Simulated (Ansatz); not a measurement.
MnO:

```
Mn O
1.0
     2.67239    0.00000    0.00000
     0.00000    2.67239    0.00000
     0.00000    0.00000    2.67239
Mn O
1 1
Direct
  0.00000 0.00000 0.00000
  0.50000 0.50000 0.50000
```

Measurements of this composition are mostly on another form, of space group No. 225.

| Quantity | Value |
| --- | --- |
| Program | Ansatz 0.2.0 |
| Task | relaxation of cell and atoms |
| Functional | HSEsol |
| Potentials or basis | Ansatz PAW |
| Cutoff | 420 eV (not typed: the program's choice for these potentials) |
| k mesh | 5 × 5 × 5 |
| Occupations | fermi-dirac, width 0.05 eV |
| Spin | collinear spin, ferromagnetic start |
| Starting moments | [4.0, 0.0] μB |

At the start: volume 9.54 Å³/atom.

Problem. How do energy, volume and symmetry change on relaxing?

Solution. It ends after 7 steps and the volume is 10.06 Å³/atom (+5.4 %); space group Pm-3m (No. 221, to 0.05 Å); moment 5.00 μB per cell.

Step by step:
| step | energy change (eV) | largest force (eV/Å) | volume (Å³) |
| --- | --- | --- | --- |
| 1 | 0.0000 | 0.0000 | 19.09 |
| 2 | -0.0262 | 0.0000 | 19.80 |
| 3 | -0.0273 | 0.0000 | 20.06 |
| 4 | -0.0273 | 0.0000 | 20.08 |
| 5 | -0.0326 | 0.0000 | 20.08 |
| 6 | -0.0324 | 0.0000 | 20.11 |
| 7 | -0.0327 | 0.0000 | 20.11 |

Final structure:
```cif
data_structure
_symmetry_space_group_name_H-M 'P 1'
_symmetry_Int_Tables_number 1
_cell_length_a 2.7195
_cell_length_b 2.7195
_cell_length_c 2.7195
_cell_angle_alpha 90.000
_cell_angle_beta 90.000
_cell_angle_gamma 90.000
_cell_volume 20.11
loop_
_atom_site_label
_atom_site_type_symbol
_atom_site_fract_x
_atom_site_fract_y
_atom_site_fract_z
_atom_site_occupancy
Mn1 Mn 0.00000 0.00000 0.00000 1
O1 O 0.50000 0.50000 0.50000 1
```

Caveat: the k mesh is coarse (spacing up to 0.47 Å⁻¹), so the values aren't converged, least of all with exact exchange; the magnetic or orbital state may not be the lowest; the plane-wave basis is chosen anew once the cell has moved, so the energies of steps on either side of that aren't comparable; the pressure holds a Pulay correction of +0.7 GPa for the finite cutoff; a cell with one magnetic atom can't hold antiferromagnetic order, which such compounds often take; the PAW data sets come from PBE, with cores solved anew for the run's functional, which leaves a small shift of forces and pressure.
